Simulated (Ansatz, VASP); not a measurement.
# SiC: VASP beside Ansatz

INCAR

```
SYSTEM = SiC
PREC = Accurate ; ENCUT = 520
EDIFF = 1E-6 ; ISMEAR = 0
SIGMA = 0.02 ; LREAL = .FALSE.
LASPH = .TRUE. ; NELM = 100
ALGO = Normal ; ISIF = 2
LWAVE = .FALSE. ; LCHARG = .FALSE.
IBRION = 2 ; NSW = 60
EDIFFG = -0.002
```

KPOINTS

```
regular mesh
0
G
  10 10 10
  0 0 0
```

The input POSCAR:

```
SiC
1.0
   -0.0106350895      2.1535232174      2.1763368097
    2.1535232174     -0.0106350895      2.1763368097
    2.1428881279      2.1428881279      0.0000000000
Si C
1 1
Direct
   -0.0001484503     -0.0001484503      0.0001484503
    0.2501484503      0.2501484503      0.2498515497
```

Input for Ansatz:

```yaml
crystal:
  lattice:
    - [-0.0106350895, 2.1535232174, 2.1763368097]
    - [2.1535232174, -0.0106350895, 2.1763368097]
    - [2.1428881279, 2.1428881279, 0.0]
  atoms:
    - { symbol: Si, position: [-0.0001484503, -0.0001484503, 0.0001484503] }
    - { symbol: C, position: [0.2501484503, 0.2501484503, 0.2498515497] }
basis:
  ecutwfc: 420
kpoints:
  mp_grid: { grid: [10, 10, 10] }
hamiltonian:
  xc: lda
  pseudopotentials: { kind: paw, azcp: { folder: soft_1 } }
scf:
  occupations: { method: gaussian, width: 0.02 }
output:
  forces: true
  stress: true
  eigenvalues: true
relax:
  adjacent_minimum: "off"
  f_tol: 0.002
  max_steps: 40
```

Change from the starting cell: strained cell.

Alike in both runs: task relaxation of the atoms; functional LDA; k mesh 10 × 10 × 10; occupations gaussian, width 0.02 eV; no spin polarisation.

```csv
,VASP,Ansatz
version,VASP 6.6.1,Ansatz 0.2.0
potentials or method,"VASP PAW LDA potentials, release 64 (Si, C)","scalar-relativistic, plane waves, PAW"
plane-wave cutoff (eV),520,420
valence electrons in the cell,8,8
```

```csv
,VASP,Ansatz,Ansatz less VASP
"gap on the k mesh at the Fermi level, each at its own relaxed structure (eV)",1.17,1.19,+0.014
```

Ansatz warned: «pseudo_functional_mismatch».

A k mesh can miss the band edges.
